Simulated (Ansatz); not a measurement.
Os: pressure against volume

Os, P6_3/mmc, a = 2.753 Å, c = 4.351 Å. Ansatz: PBE, PAW, 420 eV, Γ-centred 18×18×10 mesh on 2 atoms, Gaussian smearing 0.10 eV; no spin polarisation. Shape and atoms are relaxed at each volume; pressure is positive in compression.

| V (Å³/atom) | P (GPa) |
| --- | --- |
| 12.563 | ? |
| 12.992 | 46.89 |
| 13.420 | 28.49 |
| 13.848 | 13.01 |
| 14.277 | 0.00 |
| 14.705 | -10.93 |
| 15.133 | -20.09 |
| 15.704 | -30.01 |

Task: Take V0 = 14.277 Å³/atom, fit the third-order Birch–Murnaghan form to the other rows, and predict the missing pressure.

Result: With the Eulerian strain f = ½[(V0/V)^(2/3) − 1] and y = P/[3f(1 + 2f)^(5/2)], the form is the line y = B0 + 1.5 B0 (B0′ − 4) f. Rows (f, y): 0.03245, 411.6; 0.02107, 406.5; 0.01027, 401.3; -0.00975, 392.5; -0.01904, 387.6; -0.03077, 381.0. Means f = 0.0007050, y = 396.75; Σ(Δf)² = 0.003004, ΣΔfΔy = 1.434; the slope is their ratio. y = 396.4 + 477.5 f GPa, so B0 = 396.4 GPa and B0′ = 4 + 2 × (477.5)/(3 × 396.4) = 4.80. At V = 12.563, f = 0.04450, y = 417.65 and P = 69.00 GPa. The run gave 68.76 GPa, so the fit is 0.24 GPa too high, a small miss on the scale of the series.

Spin–orbit coupling is left out, which can shift energies with elements as heavy as these.